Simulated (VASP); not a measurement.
# SiO2 (Cristobalite) (P4_12_12) in VASP: notebook, part 2 of 2

VASP 6.6.1. The steps go on from the part before.

**3. Single point, LDA**

The input, INCAR:

```
SYSTEM = SiO2
PREC = Normal ; ENCUT = 460
EDIFF = 1E-4 ; ISMEAR = 0
SIGMA = 0.05 ; LREAL = Auto
LASPH = .TRUE. ; NELM = 100
ALGO = Normal ; ISIF = 2
LWAVE = .FALSE. ; LCHARG = .FALSE.
GGA = CA ; ADDGRID = .FALSE.
```

The input, KPOINTS:

```
Automatic mesh
0
G
  4 4 3
  0 0 0
```

The input, POSCAR:

```
SiO2
1.0
    4.9820000000      0.0000000000      0.0000000000
    0.0000000000      4.9820000000      0.0000000000
    0.0000000000      0.0000000000      6.9630000000
Si O
4 8
Direct
    0.7989700000      0.2010300000      0.7500000000
    0.7010300000      0.7010300000      0.5000000000
    0.2010300000      0.7989700000      0.2500000000
    0.2989700000      0.2989700000      0.0000000000
    0.1034700000      0.2398900000      0.8218700000
    0.2601100000      0.6034700000      0.0718700000
    0.8965300000      0.7601100000      0.3218700000
    0.7398900000      0.3965300000      0.5718700000
    0.6034700000      0.2601100000      0.9281300000
    0.7601100000      0.8965300000      0.6781300000
    0.3965300000      0.7398900000      0.4281300000
    0.2398900000      0.1034700000      0.1781300000
```

Potentials or basis: VASP PAW LDA potentials, release 64 (Si, O).

Command:

```sh
$ cat potpaw_LDA.64/Si/POTCAR potpaw_LDA.64/O/POTCAR > POTCAR
$ mpirun -np 1 vasp_std > vasp.out
```

OUTCAR:

```text
SYSTEM = SiO2
   PREC = Normal
   ENCUT = 460
   EDIFF = 1E-4
   ISMEAR = 0
   LREAL = Auto
   LASPH = .TRUE.
   NELM = 100
   ISIF = 2
   GGA = CA

 Found     12 irreducible k-points:

 Following reciprocal coordinates:
            Coordinates               Weight
  0.000000  0.000000  0.000000      1.000000
  0.250000  0.000000  0.000000      4.000000
  0.500000  0.000000  0.000000      2.000000
  0.250000  0.250000  0.000000      4.000000
  0.500000  0.250000  0.000000      4.000000
  0.500000  0.500000  0.000000      1.000000
   k-points           NKPTS =     12   k-points in BZ     NKDIM =     12   number of bands    NBANDS=     39
   number of dos      NEDOS =    301   number of ions     NIONS =     12
   total plane-waves  NPLWV =  31360
   dimension x,y,z NGX =    28 NGY =   28 NGZ =   40
   dimension x,y,z NGXF=    56 NGYF=   56 NGZF=   80
   ions per type =               4   8
   NGX,Y,Z   is equivalent  to a cutoff of   9.34,  9.34,  9.55 a.u.
   NGXF,Y,Z  is equivalent  to a cutoff of  18.69, 18.69, 19.10 a.u.
 SYSTEM =  SiO2
   PREC   = normal    normal or accurate (medium, high low for compatibility)
   ISTART =      0    job   : 0-new  1-cont  2-samecut
   ICHARG =      2    charge: 1-file 2-atom 10-const
   ISPIN  =      1    spin polarized calculation?
   LNONCOLLINEAR =      F non collinear calculations
   LSORBIT =      F    spin-orbit coupling
   LASPH  =      T    aspherical Exc in radial PAW
   ENCUT  =  460.0 eV  33.81 Ry    5.81 a.u.   8.71  8.71 12.18*2*pi/ulx,y,z
   NELM   =    100;   NELMIN=  2; NELMDL= -5     # of ELM steps
   EDIFF  = 0.1E-03   stopping-criterion for ELM
   LREAL  =      T    real-space projection
   EDIFFG = 0.1E-02   stopping-criterion for IOM
   NSW    =      0    number of steps for IOM
   IBRION =     -1    ionic relax: 0-MD 1-quasi-New 2-CG
   NFREE  =      0    steps in history (QN), initial steepest desc. (CG)
   ISIF   =      2    stress and relaxation
   ISYM   =      2    0-nonsym 1-usesym 2-fastsym
   POTIM  = 0.5000    time-step for ionic-motion
   TEBEG  =    0.0;   TEEND  =   0.0 temperature during run
   PSTRESS=    0.0 pullay stress
   NELECT =      64.0000    total number of electrons
   NUPDOWN=      -1.0000    fix difference up-down
   EMIN   =  10.00;   EMAX   =-10.00  energy-range for DOS
   EFERMI =   0.00;   METHOD = LEGACY
   ISMEAR =     0;   SIGMA  =   0.05  broadening in eV -4-tet -1-fermi 0-gaus
   EFERMI_NEDOS =   21; number of points for ismear=-14 and -15
   IALGO  =     38    algorithm
   IMIX   =      4    mixing-type and parameters
     AMIX     =   0.40;   BMIX     =  1.00
     AMIX_MAG =   1.60;   BMIX_MAG =  1.00
  volume/ion in A,a.u.               =      14.40        97.19
  Fermi-wavevector in a.u.,A,eV,Ry     =   1.175620  2.221599 18.804365  1.382082
  Thomas-Fermi vector in A             =   2.311997
   LORBIT       =      0    0 simple, 1 ext, 2 COOP (PROOUT), +10 PAW based schemes
   GGA     = CA    functional components
   LHFCALC =     F    Hartree Fock is set to
   AEXX    =    0.0000 exact exchange contribution
   IVDW    =     0    specifies the selected vdW correction
   LEPSILON=     F    determine dielectric tensor
   LRPA    =     F    only Hartree local field effects (RPA)
 non-spin polarized calculation
 Gauss-broadening in eV      SIGMA  =   0.05
  energy-cutoff  :      460.00
  volume of cell :      172.82
 maximum number of plane-waves:      3916
   NGX = 17   NGY = 17   NGZ = 25

 number of electron      63.9999937 magnetization

 Free energy of the ion-electron system (eV)
  ---------------------------------------------------
  ext. energy  EPLUGINS =         0.00000000
  ---------------------------------------------------
  free energy    TOTEN  =      -103.78263392 eV

  energy without entropy =     -103.78263392  energy(sigma->0) =     -103.78263392

 E-fermi :   0.0580     XC(G=0):  -8.9518

 val. band max:       -0.1655595990   @ k =   0.0000   0.0000   0.0000
 cond. band min:       5.3522715554   @ k =   0.0000   0.0000   0.0000
 fundamental gap:      5.5178311544
 Fermi energy:         0.0580289294

 k-point     1 :       0.0000    0.0000    0.0000
  band No.  band energies     occupation
      1     -19.4279      2.00000
      2     -18.4959      2.00000
      3     -18.4959      2.00000
      4     -17.2706      2.00000
      5     -17.2192      2.00000
      6     -17.2164      2.00000
[... 241 lines left out ...]
     38       9.4380      0.00000
     39       9.8541      0.00000

 [... further k-points ...]
[... 5 lines left out ...]
  --------------------------------------------------------------------------------------
  -------------------------------------------------------------------------------------
  Total        0.0055027      0.0055027      0.4898738      0.0000000      0.0000000     -0.0000000
  in kB        0.0510129      0.0510129      4.5414122      0.0000000      0.0000000     -0.0000000
  external PRESSURE =       1.5478127 kB  Pullay stress =       0.0000000 kB

 VOLUME and BASIS-vectors are now :
 -----------------------------------------------------------------------------
  energy-cutoff  :      460.00
  volume of cell :      172.82
      direct lattice vectors                 reciprocal lattice vectors
     4.982000000  0.000000000  0.000000000     0.200722601  0.000000000  0.000000000
     0.000000000  4.982000000  0.000000000     0.000000000  0.200722601  0.000000000
     0.000000000  0.000000000  6.963000000     0.000000000  0.000000000  0.143616257

 POSITION                                       TOTAL-FORCE (eV/Angst)
 -----------------------------------------------------------------------------------
      3.98047      1.00153      5.22225         0.134737     -0.134737      0.000000
      3.49253      3.49253      3.48150        -0.134737     -0.134737      0.000000
      1.00153      3.98047      1.74075        -0.134737      0.134737      0.000000
      1.48947      1.48947      0.00000         0.134737      0.134737      0.000000
      0.51549      1.19513      5.72268        -0.083040     -0.032520     -0.107272
      1.29587      3.00649      0.50043         0.032520     -0.083040     -0.107272
      4.46651      3.78687      2.24118         0.083040      0.032520     -0.107272
      3.68613      1.97551      3.98193        -0.032520      0.083040     -0.107272
      3.00649      1.29587      6.46257        -0.083040      0.032520      0.107272
      3.78687      4.46651      4.72182         0.032520      0.083040      0.107272
      1.97551      3.68613      2.98107         0.083040     -0.032520      0.107272
      1.19513      0.51549      1.24032        -0.032520     -0.083040      0.107272
 -----------------------------------------------------------------------------------
    total drift:                                0.000001     -0.000001     -0.000000

  FREE ENERGIE OF THE ION-ELECTRON SYSTEM (eV)
  ---------------------------------------------------
  free  energy   TOTEN  =      -103.7826339167 eV

  energy  without entropy=     -103.7826339167  energy(sigma->0) =     -103.78263392
```

OSZICAR:

```text
N       E                     dE             d eps       ncg     rms          rms(c)
DAV:   1     0.410364708792E+03    0.41036E+03   -0.31333E+04   944   0.136E+03
DAV:   2    -0.855436386960E+02   -0.49591E+03   -0.48129E+03  1210   0.333E+02
DAV:   3    -0.116977787967E+03   -0.31434E+02   -0.31336E+02  1104   0.943E+01
DAV:   4    -0.117447341360E+03   -0.46955E+00   -0.46869E+00  1112   0.124E+01
DAV:   5    -0.117458477543E+03   -0.11136E-01   -0.11132E-01  1090   0.182E+00    0.303E+01
DAV:   6    -0.104140540735E+03    0.13318E+02   -0.59464E+01  1083   0.366E+01    0.147E+01
DAV:   7    -0.103919131253E+03    0.22141E+00   -0.16212E+00  1185   0.569E+00    0.533E+00
DAV:   8    -0.103798939889E+03    0.12019E+00   -0.86300E-02  1104   0.192E+00    0.192E+00
DAV:   9    -0.103781493327E+03    0.17447E-01   -0.28333E-02  1104   0.108E+00    0.325E-01
DAV:  10    -0.103782723689E+03   -0.12304E-02   -0.39475E-03  1090   0.325E-01    0.116E-01
DAV:  11    -0.103782631297E+03    0.92392E-04   -0.13222E-03  1104   0.196E-01    0.219E-02
DAV:  12    -0.103782633917E+03   -0.26195E-05   -0.27787E-05   692   0.315E-02
   1 F= -.10378263E+03 E0= -.10378263E+03  d E =-.121530E-11
```

stdout:

```text
POSCAR found type information on POSCAR SiO
 POSCAR found :  2 types and      12 ions
 scaLAPACK will be used
 LDA part: xc-table for (Slater(with rela. corr.)+CA(PZ))
 , standard interpolation
 POSCAR, INCAR and KPOINTS ok, starting setup
 FFT: planning ... GRIDC
 FFT: planning ... GRID_SOFT
 FFT: planning ... GRID
 WAVECAR not read
 entering main loop
```

It took 63 s on 1 thread of Intel Xeon Platinum 8375C at 2.90GHz (Ice Lake), shared host; peak memory 0.16 GiB.

These settings aren't checked as converged: the numbers below hold their error.

Results:

```yaml
Free_energy: -103.7826 eV
Pressure: 0.2 GPa
Largest_force: 0.191 eV/Å
Band_gap_on_the_k_mesh: 5.52 eV, direct
```

Caveat: the cutoff is under 1.25 times the usual one of these potentials, so pressure, stress and relaxed cells hold a basis-set (Pulay) error.

**4. Single point, LDA**

The input, INCAR:

```
SYSTEM = SiO2
PREC = Accurate ; ENCUT = 340
EDIFF = 1E-7 ; ISMEAR = 0
SIGMA = 0.05 ; LREAL = .FALSE.
LASPH = .TRUE. ; NELM = 100
ALGO = Normal ; ISIF = 2
LWAVE = .FALSE. ; LCHARG = .FALSE.
GGA = CA ; ADDGRID = .FALSE.
```

The input, KPOINTS:

```
Automatic mesh
0
G
  5 5 4
  0 0 0
```

POSCAR is that of step 3.

Command:

```sh
$ cat potpaw_LDA.64/Si/POTCAR potpaw_LDA.64/O/POTCAR > POTCAR
$ mpirun -np 1 vasp_std > vasp.out
```

Wall time 75 s (1 thread of Intel Xeon Platinum 8375C at 2.90GHz (Ice Lake), shared host); peak memory 0.17 GiB.

The run converged, but a check on its numbers failed (symmetry, net force, bounds or a known fault of this set-up), so they aren't taken as properties of the crystal.

Caveat: the cutoff lies under the usual one of these potentials, so the numbers hold a large basis-set error; an odd mesh through Γ misses points on the zone boundary, where band edges often lie.

**5. Single point, LDA**

INCAR: that of step 4 with these lines changed.

```diff
@@ -1,3 +1,3 @@
 SYSTEM = SiO2
-PREC = Accurate ; ENCUT = 340
+PREC = Accurate ; ENCUT = 400
 EDIFF = 1E-7 ; ISMEAR = 0
```

KPOINTS is that of step 4.

POSCAR is that of step 4.

Command:

```sh
$ cat potpaw_LDA.64/Si/POTCAR potpaw_LDA.64/O/POTCAR > POTCAR
$ mpirun -np 1 vasp_std > vasp.out
```

It took 68 s on 1 thread of Intel Xeon Platinum 8375C at 2.90GHz (Ice Lake), shared host; peak memory 0.19 GiB.

The run converged, but some of its settings lie outside the range that counts as converged, so its numbers aren't taken as properties of the crystal.

What came out:

```
Free energy            : -103.9407 eV
Largest force          : 0.183 eV/Å
Band gap on the k mesh : 5.52 eV, direct
```

Caveat: the cutoff is under 1.25 times the usual one of these potentials, so pressure, stress and relaxed cells hold a basis-set (Pulay) error; an odd mesh through Γ misses points on the zone boundary, where band edges often lie.

**6. For comparison**

An earlier run on the cell as given: functional PBE; potentials or basis VASP PAW PBE potentials, release 64 (Si, O); cutoff 520 eV; k mesh 6 × 6 × 4; occupations fermi-dirac, width 0.05 eV; no spin polarisation.

* Pressure: 6.4 GPa
* Largest force: 0.405 eV/Å
* Band gap on the k mesh: 5.76 eV, direct
